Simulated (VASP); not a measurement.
Given:

```
CELL_PARAMETERS angstrom
      1.80605    -3.12816     0.00000
      1.80605     3.12816     0.00000
      0.00000     0.00000     3.84757
ATOMIC_POSITIONS crystal
  Li 0.36102 0.69435 0.00000
  Li 0.66667 0.33333 0.00000
  Li 0.00000 0.00000 0.50000
  N  0.00000 0.00000 0.00000
```

Level of theory: PBEsol GGA, VASP's PBE PAW potentials (set 64) (plane waves; VASP). Run with 600 eV cut-off, 6×6×6 Γ-centred mesh, Gaussian smearing of 0.050 eV, potentials Li_sv N.

Q: Predict the energy per atom (σ→0), largest force.

A: 
The energy per atom (σ→0) comes out as -4.024 eV/atom and the largest force comes out as 0.01255 Ha/bohr.

The absolute energy has meaning only against runs of the same code, potentials and settings.

The compound is Li3N in the alpha structure. This cell was strained or had an atom moved on purpose.
